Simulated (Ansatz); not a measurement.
**What a strained HfSiO4 layer does to its nuclei**

Cell: a COD entry, its atoms then relaxed with PBE in this cell.

```
Hf Si O
1.0
    -3.28625    3.28625    2.98160
     3.28625   -3.28625    2.98160
     3.28625    3.28625   -2.98160
Hf Si O
2 2 8
Direct
  0.75000 0.25000 0.50000
  0.00000 0.00000 0.00000
  0.25000 0.75000 0.50000
  0.50000 0.50000 0.00000
  0.13400 0.31928 0.81472
  0.06928 0.75456 0.68528
  0.50456 0.31928 0.18528
  0.06928 0.38400 0.31472
  0.61600 0.93072 0.68528
  0.68072 0.86600 0.18528
  0.24544 0.93072 0.31472
  0.68072 0.49544 0.81472
```

Atoms are numbered from 1 in the order listed; like atoms form one site, named after its first atom.

The numbers come from a DFT calculation in Ansatz (PBE, plane waves and PAW, scalar-relativistic, 420 eV cutoff, Γ-centred 7×7×7 k-points, Fermi–Dirac smearing 0.02 eV).

The cell is stretched along z (the third Cartesian axis of the run's cell), x and y held, and the ions relax again each time.

| strain along z (%) | Hf: V along z (10²¹ V/m²) | Si: V along z (10²¹ V/m²) | O: V along z (10²¹ V/m²) |
| --- | --- | --- | --- |
| -3 | ? | ? | ? |
| -2 | 11.32 | -1.77 | 1.62 |
| -1 | 12.77 | -1.92 | 1.84 |
| 0 | 14.29 | -2.06 | 2.05 |
| +1 | 15.88 | -2.18 | 2.25 |
| +2 | 17.51 | -2.28 | 2.43 |
| +3 | 19.19 | -2.37 | 2.61 |

Task: Estimate the row at -3 % from the others.

Result: Hf: 9.99; Si: -1.61; O: 1.40. Worked for Hf: a straight line through the other 6 rows has a slope of 1.576 × 10²¹ V/m² per per cent of strain and gives 9.64 at -3 %, against 9.99 from the run; over all rows the step per per cent runs from 1.34 at the compressed end to 1.68 at the stretched end, so the response isn't a straight line. For Hf-177 that is 128 MHz of C_Q per per cent. Worked for Si: a straight line through the other 6 rows has a slope of -0.120 × 10²¹ V/m² per per cent of strain and gives -1.68 at -3 %, against -1.61 from the run; over all rows the step per per cent runs from -0.17 at the compressed end to -0.088 at the stretched end, so the response isn't a straight line.

At this cell the PBE pressure is 7 GPa, so with PBE the cell would grow if it were relaxed. Without spin–orbit coupling the gradients at and beside Hf can be off by some per cent, at some sites by more.
